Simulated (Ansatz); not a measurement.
TiNi:

```
Ni Ti
1.0
     2.98807    0.00000    0.00000
     0.00000    2.98807    0.00000
     0.00000    0.00000    2.98807
Ni Ti
1 1
Direct
  0.00000 0.00000 0.00000
  0.50000 0.50000 0.50000
```

The cell comes from a database or a generator and needn't be the stable form of this composition.

```yaml
Program: Ansatz 0.2.0
Task: relaxation of cell and atoms
Functional: revPBE
Dispersion: D3(BJ)
Potentials_or_basis: all-electron LAPW, scalar-relativistic
Basis_error_allowed: 0.001 eV/atom
k_mesh: 9 × 9 × 9
Occupations: fermi-dirac, width 0.05 eV
Spin: collinear spin, ferromagnetic start
Starting_moments: "[1.0, 1.0] μB"
```

At the start: volume 13.34 Å³/atom.

Problem. How do energy, volume and symmetry change on relaxing?

Solution. Over 4 steps the energy falls by 10.3 meV/atom and the volume is 12.83 Å³/atom (-3.8 %); space group Pm-3m (No. 221, to 0.05 Å); moment 0.00 μB per cell.

Step by step:
| step | energy change (eV) | largest force (eV/Å) | volume (Å³) |
| --- | --- | --- | --- |
| 1 | 0.0000 | 0.0000 | 26.68 |
| 2 | -0.0206 | 0.0000 | 25.71 |
| 3 | -0.0207 | 0.0000 | 25.66 |
| 4 | -0.0207 | 0.0000 | 25.66 |

Final structure:
```
CELL_PARAMETERS angstrom
2.94969 0.00000 0.00000
0.00000 2.94969 0.00000
0.00000 0.00000 2.94969
ATOMIC_POSITIONS crystal
Ni 0.00000 0.00000 0.00000
Ti 0.50000 0.50000 0.50000
```

Caveat: the starting moments weren't kept.
